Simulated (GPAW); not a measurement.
The system is Au.

```
Au
1.0
     0.00000    2.03500    2.03500
     2.03500    0.00000    2.03500
     2.03500    2.03500    0.00000
Au
1
Cartesian
  0.0000 0.0000 0.0000
```

Base run:

| Item | Value |
| --- | --- |
| Program | GPAW 26.7.0 |
| Functional | revPBE |
| Potentials or basis | the program's PAW data sets (release 1.2.1) made for this functional |
| Cutoff | 600 eV |
| Basis | pw |
| k mesh | 11 × 11 × 11 |
| Occupations | fermi-dirac, width 0.05 eV |
| Spin | spin-orbit coupling, no magnetisation |

Its results: pressure 16.1 GPa.

Problem. The run is repeated on the same cell with these changes: functional from revPBE to PBEint; potentials or basis from the program's PAW data sets (release 1.2.1) made for this functional to PAW data sets generated in the run's folder for this functional. What comes out?

Solution. Pressure 6.0 GPa.

Caveats: with this Au data set, volumes or pressures lay over 1.5 % or 2 GPa off other programs in two to four cells of ten; spin-orbit coupling was added after a scalar SCF, so levels and gaps hold it while energy, forces, pressure and moments don't; so large a pressure means that the cell lies far from this level's equilibrium, or that cutoff or potentials fall short (some runs).
